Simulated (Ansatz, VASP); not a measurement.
**One calculation of Co, two programs**

POSCAR

```
Co
1.0
    0.0000000000      2.5172988708      2.5172988708
    2.5172988708      0.0000000000      2.5172988708
    2.5172988708      2.5172988708      0.0000000000
Co
2
Direct
    0.1250000000      0.1250000000      0.1250000000
    0.8750000000      0.8750000000      0.8750000000
```

Contents of INCAR.step1:

```
SYSTEM = Co
PREC     = Accurate       ! precision mode
ENCUT    = 520            ! plane-wave cutoff, eV
ISMEAR   = -1             ! smearing method
SIGMA    = 0.1            ! smearing width, eV
LREAL    = .FALSE.        ! projectors in reciprocal space
LASPH    = .TRUE.         ! aspherical terms in the spheres
NELM     = 150            ! most SCF steps
ISPIN    = 2              ! spin polarisation
MAGMOM   = 1.917 1.917    ! initial moments
LMAXMIX  = 4              ! l up to which the mixer works
NBANDS   = 20             ! bands
GGA      = PE             ! functional
ALGO     = Normal         ! electronic algorithm
EDIFF    = 1E-4           ! SCF threshold, eV
LWAVE    = .TRUE.         ! write WAVECAR
LCHARG   = .FALSE.        ! write CHGCAR
```

The input INCAR.step2:

```
SYSTEM = Co
PREC     = Accurate       ! precision mode
ENCUT    = 520            ! plane-wave cutoff, eV
EDIFF    = 1E-6           ! SCF threshold, eV
ISMEAR   = -1             ! smearing method
SIGMA    = 0.1            ! smearing width, eV
LREAL    = .FALSE.        ! projectors in reciprocal space
LASPH    = .TRUE.         ! aspherical terms in the spheres
NELM     = 150            ! most SCF steps
ALGO     = Normal         ! electronic algorithm
ISIF     = 2              ! what is computed and relaxed
LWAVE    = .FALSE.        ! write WAVECAR
LCHARG   = .TRUE.         ! write CHGCAR
ISPIN    = 2              ! spin polarisation
MAGMOM   = 1.917 1.917    ! initial moments
LORBIT   = 11             ! projections on sites
LMAXMIX  = 4              ! l up to which the mixer works
METAGGA  = R2SCAN         ! meta-GGA
LMIXTAU  = .TRUE.       
LELF     = .TRUE.         ! ELF
LVHAR    = .TRUE.       
NBANDS   = 20             ! bands
ISTART   = 1
```

KPOINTS

```
regular mesh
0
G
  6 6 6
  0 0 0
```

Input for Ansatz:

```yaml
crystal:
  lattice:
    - [0.0, 2.5172988708, 2.5172988708]
    - [2.5172988708, 0.0, 2.5172988708]
    - [2.5172988708, 2.5172988708, 0.0]
  atoms:
    - { symbol: Co, position: [0.125, 0.125, 0.125], spin: 1.917 }
    - { symbol: Co, position: [0.875, 0.875, 0.875], spin: 1.917 }
hamiltonian:
  xc: r2scan
  pseudopotentials:
    kind: paw
    azcp:
      Co: "pseudopotentials/Co.paw.azcp"
basis:
  ecutwfc: 500
  fft_grid_basis: typed
kpoints:
  mp_grid: { grid: [6, 6, 6], shift: [0, 0, 0] }
magnetization:
  spin_polarized: true
scf:
  occupations: { method: fermi_dirac, width: 0.1 }
```

Alike in both runs: task single point; functional r2SCAN; k mesh 6 × 6 × 6; occupations fermi-dirac, width 0.1 eV; collinear spin.

|  | VASP | Ansatz |
| --- | --- | --- |
| version | VASP 6.6.1 | Ansatz 0.2.0 |
| potentials or method | VASP PAW PBE potentials, release 64 (Co) | plane waves (500 eV) with PAW, scalar-relativistic |
| plane-wave cutoff (eV) | 520 | 500 |
| valence electrons in the cell | 18 | 34 |

VASP gave:

```
net moment per atom (μB)                                      : 1.80
size of the moment on the site where the two differ most (μB) : 1.82
```

Question: What did Ansatz give for the same quantities?

Answer: net moment per atom (μB): 1.81; size of the moment on the site where the two differ most (μB): 1.90.

Site moments also hang on the region over which each program counts them. The two sets of potentials don't hold the same shells in valence. Ansatz warned: «stability_check_not_made».

Caveats: the k mesh is coarse (spacing up to 0.36 Å⁻¹), so the values aren't converged.
